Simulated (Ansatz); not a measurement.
GaAs: experiment and calculation

**Measured values to compare with.**

A printed reference work, textbook reports, for a bulk crystal of GaAs at 298 K: lattice constant a 5.65325 ± 0.00002 Å.

“Evidence of valence band perturbations in GaAsN/GaAs(001): A combined variable-angle spectroscopic ellipsometry and modulated photoreflectance investigation”, 2008, arxiv:0805.2212 reports, for a bulk crystal of GaAs at 300 K: band gap 1.418 ± 0.005 eV (direct).

The runs below are set against these values where they give the same quantity.

These are results of DFT r2SCAN, scalar-relativistic, plane waves, PAW in Ansatz 0.2.0, not measurements.

Plane waves to 500 eV, a k mesh through Γ of 8×8×8 on the computed 2-atom cell and Gaussian smearing (0.02 eV); no spin polarisation.

Relaxed structure, symmetry kept:

```
CELL_PARAMETERS angstrom
0.00000 2.83320 2.83320
2.83320 0.00000 2.83320
2.83320 2.83320 0.00000
ATOMIC_POSITIONS crystal
Ga 0.00000 0.00000 0.00000
As 0.25000 0.25000 0.25000
```

```
Space group                                                                                                                                 : F-43m (No. 216)
Volume per atom                                                                                                                             : 22.74 Å³
Formation energy from the elements' standard states (uncorrected)                                                                           : -0.452 eV/atom
Generalised Kohn–Sham band gap                                                                                                              : 0.96 eV, direct at Γ
Löwdin character of the top 1 eV of the valence band                                                                                        : As 4p 76 %, Ga 4p 21 %
Löwdin character of the lowest 1 eV of the conduction band                                                                                  : Ga 4p 30 %, Ga 4s 28 %, As 4s 19 %, As 4p 17 %, unprojected 6 %
Electron masses at the edge by Cartesian direction of the standard setting (m_e; degenerate bands sorted by energy; no spin-orbit coupling) : x: 0.052; y: 0.052; z: 0.052
Hole masses at the edge by Cartesian direction of the standard setting (m_e; degenerate bands sorted by energy; no spin-orbit coupling)     : x: 0.34, 0.34, 0.051; y: 0.34, 0.34, 0.051; z: 0.34, 0.34, 0.051
Bulk modulus                                                                                                                                : 72 GPa
Its pressure derivative                                                                                                                     : 4.6
Bader charges (e)                                                                                                                           : Ga (1 in the cell) 0.76, As (1 in the cell) -0.76
```

Measured lattice constant a of GaAs: 5.65325 Å (298 K; a printed reference work, textbook). This calculation gives 5.666 Å (+0.2 %). The calculation is for 0 K without zero-point motion. A measured band gap of GaAs is 1.418 eV (direct; 300 K; the paper above); the calculated 0.96 eV misses it by -0.46 eV. 3 values of this kind are on record (1.412 to 1.51 eV); this one was drawn at random among those near their median, those with a stated uncertainty first. Kohn–Sham gaps of semilocal functionals fall short of measured ones as a rule; spin-orbit coupling, left out here, would usually lower the calculated gap of a compound with heavy elements.